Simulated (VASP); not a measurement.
# ClCs in VASP: further runs

One molecule, ClCs, is run at these levels: TPSS, B3LYP+D3(BJ); tasks: single point.

All numbers are computed with VASP 6.6.1; they aren't measurements. Logs are shortened: lines on timing, memory, paths and dates and some standing lists are left out, and cuts for length are marked.

### Step 1. The structure

The cell holds a molecule in a box, 2 atoms: a = 9.000 Å, b = 9.000 Å, c = 12.000 Å, α = 90.00°, β = 90.00°, γ = 90.00°.

### Step 2. Single point, TPSS

File INCAR:

```
SYSTEM = CsCl
ALGO     = Normal         ! electronic algorithm
EDIFF    = 1E-7           ! SCF threshold, eV
ENCUT    = 520            ! plane-wave cutoff, eV
ISIF     = 2              ! what is computed and relaxed
ISMEAR   = 0              ! smearing method
LASPH    = .True.         ! aspherical terms in the spheres
LCHARG   = .False.        ! write CHGCAR
LMIXTAU  = .True.       
LREAL    = .False.        ! projectors in reciprocal space
LWAVE    = .False.        ! write WAVECAR
METAGGA  = TPSS           ! meta-GGA
NELM     = 60             ! most SCF steps
PREC     = Accurate       ! precision mode
SIGMA    = 0.01           ! smearing width, eV
```

File KPOINTS:

```
k-points
0
Gamma
  1 1 1
  0 0 0
```

File POSCAR:

```
CsCl
1.0
    9.0000000000      0.0000000000      0.0000000000
    0.0000000000      9.0000000000      0.0000000000
    0.0000000000      0.0000000000     12.0000000000
Cl Cs
1 1
Direct
    0.5014444400      0.5023333300      0.3817386700
    0.5014444400      0.5023333300      0.6239280000
```

Potentials or basis: VASP PAW PBE potentials, release 64 (Cl, Cs_sv).

Launch:

```
$ cat potpaw_PBE.64/Cl/POTCAR potpaw_PBE.64/Cs_sv/POTCAR > POTCAR
$ mpirun -np 1 vasp_gam > vasp.out
```

OUTCAR:

```text
SYSTEM = CsCl
   EDIFF = 1E-7
   ENCUT = 520
   ISIF = 2
   ISMEAR = 0
   LASPH = .True.
   LREAL = .False.
   METAGGA = TPSS
   NELM = 60
   PREC = Accurate

 ion  position               nearest neighbor table
   1  0.501  0.502  0.382-   2 2.91
   2  0.501  0.502  0.624-   1 2.91

  LATTYP: Found a simple tetragonal cell.
 ALAT       =     9.0000000000
 C/A-ratio  =     1.3333333333

  Lattice vectors:

 A1 = (   9.0000000000,   0.0000000000,   0.0000000000)
 A2 = (   0.0000000000,   9.0000000000,   0.0000000000)
 A3 = (   0.0000000000,   0.0000000000,  12.0000000000)

Analysis of symmetry for initial positions (statically):
=====================================================================
 Subroutine PRICEL returns:
 Original cell was already a primitive cell.

 Routine SETGRP: Setting up the symmetry group for a
 simple tetragonal supercell.

 Subroutine GETGRP returns: Found  8 space group operations
 (whereof  1 operations were pure point group operations)
 out of a pool of 16 trial point group operations.

The static configuration has the point symmetry C_1 .
 The point group associated with its full space group is C_4v.

Analysis of symmetry for dynamics (positions and initial velocities):
=====================================================================
 Subroutine PRICEL returns:
 Original cell was already a primitive cell.

 Routine SETGRP: Setting up the symmetry group for a
 simple tetragonal supercell.

 Subroutine GETGRP returns: Found  8 space group operations
 (whereof  1 operations were pure point group operations)
 out of a pool of 16 trial point group operations.

The dynamic configuration has the point symmetry C_1 .
 The point group associated with its full space group is C_4v.

 Subroutine INISYM returns: Found  8 space group operations
 (whereof  1 operations are pure point group operations),
 and found     1 'primitive' translations

----------------------------------------------------------------------------------------

                                     Primitive cell

  volume of cell :     972.0000

  direct lattice vectors                    reciprocal lattice vectors
     9.000000000  0.000000000  0.000000000     0.111111111  0.000000000  0.000000000
     0.000000000  9.000000000  0.000000000     0.000000000  0.111111111  0.000000000
     0.000000000  0.000000000 12.000000000     0.000000000  0.000000000  0.083333333

  length of vectors
     9.000000000  9.000000000 12.000000000     0.111111111  0.111111111  0.083333333

  position of ions in fractional coordinates (direct lattice)
     0.501444440  0.502333330  0.381738670
     0.501444440  0.502333330  0.623928000

  ion indices of the primitive-cell ions
   primitive index   ion index
                 1           1
                 2           2

----------------------------------------------------------------------------------------

 KPOINTS: k-points

Automatic generation of k-mesh.
 Grid dimensions read from file:
 generate k-points for:    1    1    1

 Generating k-lattice:

  Cartesian coordinates                     Fractional coordinates (reciprocal lattice)
     0.111111111  0.000000000  0.000000000     1.000000000  0.000000000  0.000000000
     0.000000000  0.111111111  0.000000000     0.000000000  1.000000000  0.000000000
     0.000000000  0.000000000  0.083333333     0.000000000  0.000000000  1.000000000

  Length of vectors
     0.111111111  0.111111111  0.083333333

  Shift w.r.t. Gamma in fractional coordinates (k-lattice)
     0.000000000  0.000000000  0.000000000

 Subroutine IBZKPT returns following result:
 ===========================================

 Found      1 irreducible k-points:

 Following reciprocal coordinates:
            Coordinates               Weight
  0.000000  0.000000  0.000000      1.000000
   k-points           NKPTS =      1   k-points in BZ     NKDIM =      1   number of bands    NBANDS=     12
   number of dos      NEDOS =    301   number of ions     NIONS =      2
   total plane-waves  NPLWV = 441000
   dimension x,y,z NGX =    70 NGY =   70 NGZ =   90
   dimension x,y,z NGXF=   140 NGYF=  140 NGZF=  180
   ions per type =               1   1
   NGX,Y,Z   is equivalent  to a cutoff of  12.93, 12.93, 12.47 a.u.
   NGXF,Y,Z  is equivalent  to a cutoff of  25.86, 25.86, 24.94 a.u.
 SYSTEM =  CsCl
   PREC   = accura    normal or accurate (medium, high low for compatibility)
   ISTART =      0    job   : 0-new  1-cont  2-samecut
   ICHARG =      2    charge: 1-file 2-atom 10-const
   ISPIN  =      1    spin polarized calculation?
   LNONCOLLINEAR =      F non collinear calculations
   LSORBIT =      F    spin-orbit coupling
   LASPH  =      T    aspherical Exc in radial PAW
   ENCUT  =  520.0 eV  38.22 Ry    6.18 a.u.  16.73 16.73 22.31*2*pi/ulx,y,z
   NELM   =     60;   NELMIN=  2; NELMDL= -5     # of ELM steps
   EDIFF  = 0.1E-06   stopping-criterion for ELM
   LREAL  =      F    real-space projection
   EDIFFG = 0.1E-05   stopping-criterion for IOM
   NSW    =      0    number of steps for IOM
   IBRION =     -1    ionic relax: 0-MD 1-quasi-New 2-CG
   NFREE  =      0    steps in history (QN), initial steepest desc. (CG)
   ISIF   =      2    stress and relaxation
   ISYM   =      2    0-nonsym 1-usesym 2-fastsym
   POTIM  = 0.5000    time-step for ionic-motion
   TEBEG  =    0.0;   TEEND  =   0.0 temperature during run
   PSTRESS=    0.0 pullay stress
   NELECT =      16.0000    total number of electrons
   NUPDOWN=      -1.0000    fix difference up-down
   EMIN   =  10.00;   EMAX   =-10.00  energy-range for DOS
   EFERMI =   0.00;   METHOD = LEGACY
   ISMEAR =     0;   SIGMA  =   0.01  broadening in eV -4-tet -1-fermi 0-gaus
   EFERMI_NEDOS =   21; number of points for ismear=-14 and -15
   IALGO  =     38    algorithm
   IMIX   =      4    mixing-type and parameters
     AMIX     =   0.40;   BMIX     =  1.00
     AMIX_MAG =   1.60;   BMIX_MAG =  1.00
  volume/ion in A,a.u.               =     486.00      3279.69
  Fermi-wavevector in a.u.,A,eV,Ry     =   0.416447  0.786970  2.359629  0.173428
  Thomas-Fermi vector in A             =   1.376048
   LORBIT       =      0    0 simple, 1 ext, 2 COOP (PROOUT), +10 PAW based schemes
   METAGGA = TPSS    functional components
   LHFCALC =     F    Hartree Fock is set to
   AEXX    =    0.0000 exact exchange contribution
   IVDW    =     0    specifies the selected vdW correction
   LEPSILON=     F    determine dielectric tensor
   LRPA    =     F    only Hartree local field effects (RPA)
 non-spin polarized calculation
 Gauss-broadening in eV      SIGMA  =   0.01
  energy-cutoff  :      520.00
  volume of cell :      972.00
 maximum number of plane-waves:     13093
 NGX is ok and might be reduce to    70
   NGX = 33   NGY = 33   NGZ = 45

 number of electron      16.0000000 magnetization

 Free energy of the ion-electron system (eV)
  ---------------------------------------------------
  ext. energy  EPLUGINS =         0.00000000
  ---------------------------------------------------
  free energy    TOTEN  =       -18.55843852 eV

  energy without entropy =      -18.55843852  energy(sigma->0) =      -18.55843852

 E-fermi :  -4.4353     XC(G=0):  -1.2722

 val. band max:       -4.5184816182   @ k =   0.0000   0.0000   0.0000
 cond. band min:      -1.1560534238   @ k =   0.0000   0.0000   0.0000
 fundamental gap:      3.3624281944
 Fermi energy:        -4.4352601363

 k-point     1 :       0.0000    0.0000    0.0000
  band No.  band energies     occupation
      1     -26.2372      2.00000
      2     -16.5909      2.00000
      3     -13.0438      2.00000
      4     -13.0438      2.00000
      5     -12.7171      2.00000
      6      -4.5942      2.00000
      7      -4.5185      2.00000
      8      -4.5185      2.00000
      9      -1.1561      0.00000
     10       0.3232      0.00000
     11       0.3291      0.00000
     12       0.5932      0.00000

------------------------ aborting loop because EDIFF is reached ----------------------------------------

  FORCE on cell =-STRESS in cart. coord.  units (eV):
  Direction    XX          YY          ZZ          XY          YZ          ZX
  --------------------------------------------------------------------------------------
  -------------------------------------------------------------------------------------
  Total        0.1591877      0.1591877     -0.1960009      0.0000000      0.0000000      0.0000000
  in kB        0.2623940      0.2623940     -0.3230743      0.0000000      0.0000000      0.0000000
  external PRESSURE =       0.0672379 kB  Pullay stress =       0.0000000 kB

 VOLUME and BASIS-vectors are now :
 -----------------------------------------------------------------------------
  energy-cutoff  :      520.00
  volume of cell :      972.00
      direct lattice vectors                 reciprocal lattice vectors
     9.000000000  0.000000000  0.000000000     0.111111111  0.000000000  0.000000000
     0.000000000  9.000000000  0.000000000     0.000000000  0.111111111  0.000000000
     0.000000000  0.000000000 12.000000000     0.000000000  0.000000000  0.083333333

 POSITION                                       TOTAL-FORCE (eV/Angst)
 -----------------------------------------------------------------------------------
      4.51300      4.52100      4.58086         0.000000     -0.000000     -0.086562
      4.51300      4.52100      7.48714         0.000000      0.000000      0.086562
 -----------------------------------------------------------------------------------
    total drift:                                0.000015      0.000015     -0.000123

  FREE ENERGIE OF THE ION-ELECTRON SYSTEM (eV)
  ---------------------------------------------------
  free  energy   TOTEN  =       -18.5584385185 eV

  energy  without entropy=      -18.5584385185  energy(sigma->0) =      -18.55843852
```

It took 4.3 min on 1 thread of Intel Xeon Platinum 8488C (Sapphire Rapids), shared host; peak memory 0.92 GiB.

Results:

| Quantity | Value |
| --- | --- |
| Free energy | -18.5584 eV |
| Largest force | 0.087 eV/Å |
| Gap between the frontier levels | 3.36 eV |

Forces in eV/Å, atoms in the order of the input:
```
Cl   0.000  0.000 -0.087
Cs   0.000  0.000  0.087
```

Caveat: the PAW data sets were made with another functional, which shifts forces and pressure a little; spin-orbit coupling is left out, which moves the levels of the heavy elements. TPSS opens gaps a little over a GGA but as a rule still falls short of measured ones.

### Step 3. Single point, B3LYP+D3(BJ)

File POSCAR:

```
CsCl
1.0
    9.0000000000      0.0000000000      0.0000000000
    0.0000000000      9.0000000000      0.0000000000
    0.0000000000      0.0000000000     12.0000000000
Cl Cs
1 1
Cartesian
    4.5129999600      4.5209999700      4.5808640400
    4.5129999600      4.5209999700      7.4871360000
```

File INCAR.step1:

```
ALGO = Normal
EDIFF = 1E-5
ENCUT = 520
GGA = PE
ISIF = 2
ISMEAR = 0
LASPH = T
LCHARG = F
LREAL = F
LWAVE = T
NELM = 100
PREC = Accurate
SIGMA = 0.01
```

File INCAR.step2:

```
AEXX = 0.2
AGGAC = 0.81
AGGAX = 0.72
ALDAC = 0.19
ALGO = Normal
EDIFF = 1E-6
ENCUT = 520
GGA = B3
HFRCUT = -1
ISIF = 2
ISMEAR = 0
ISTART = 1
IVDW = 12
LASPH = T
LCHARG = F
LHFCALC = T
LREAL = F
LWAVE = F
NELM = 100
PREC = Accurate
PRECFOCK = Fast
SIGMA = 0.01
```

File KPOINTS:

```
k-points
0
Gamma
  1 1 1
```

Potentials or basis: VASP PAW PBE potentials, release 64 (Cl, Cs_sv).

Launch:

```
$ cat potpaw_PBE.64/Cl/POTCAR potpaw_PBE.64/Cs_sv/POTCAR > POTCAR
$ cp INCAR.step1 INCAR
$ mpirun -np 1 vasp_gam > vasp.out
$ cp INCAR.step2 INCAR
$ mpirun -np 1 vasp_gam > vasp.out
```

Wall time 4.8 min (1 thread of Intel Xeon Platinum 8488C (Sapphire Rapids), shared host); peak memory 0.81 GiB.

It converged, with:

- Free energy: -6.0830 eV
- Largest force: 0.216 eV/Å
- Gap between the frontier levels: 4.47 eV
- Dispersion energy per atom: -0.031 eV

Forces on the atoms (eV/Å):
```
Cl   0.000  0.000 -0.216
Cs   0.000  0.000  0.216
```

Levels at points of the mesh, in eV from the valence-band top:
```csv
k point,band 5,band 6,band 7,band 8,band 9,band 10,band 11,band 12
"(0.00, 0.00, 0.00)",-8.30,-0.05,0.00,0.00,4.47,6.00,6.06,6.29
```

Caveat: the PAW data sets were made with another functional, which shifts forces and pressure a little; spin-orbit coupling is left out, which moves the levels of the heavy elements.

### Step 4. The reference run

An earlier run on the cell as given: functional PBE; potentials or basis VASP PAW PBE potentials, release 64 (Cl, Cs_sv); cutoff 520 eV; k mesh 1 × 1 × 1; occupations gaussian, width 0.01 eV; no spin polarisation.

* Largest force: 0.053 eV/Å
* Gap between the frontier levels: 3.19 eV

### Step 5. Overview

```csv
level,grid for exact exchange (PRECFOCK),exchange at q = 0,gap on the mesh (eV),largest force (eV/Å)
TPSS,-,-,3.36,0.09
B3LYP+D3(BJ),Fast,truncated,4.47,0.22
PBE,-,-,3.19,0.05
```

Alike in all rows: task single point; potentials or basis VASP PAW PBE potentials, release 64 (Cl, Cs_sv); no spin polarisation; cell as given; k mesh 1 × 1 × 1; cutoff (eV) 520; smearing gaussian 0.01 eV.

On the cell as given the gap runs from 3.19 eV (PBE) to 4.47 eV (B3LYP+D3(BJ)).

Caveats: spin-orbit coupling is left out, which moves the levels of the heavy elements; the PAW data sets were made with another functional, which shifts forces and pressure a little (some runs).

Absolute energies hang on the potentials; compare differences alone.
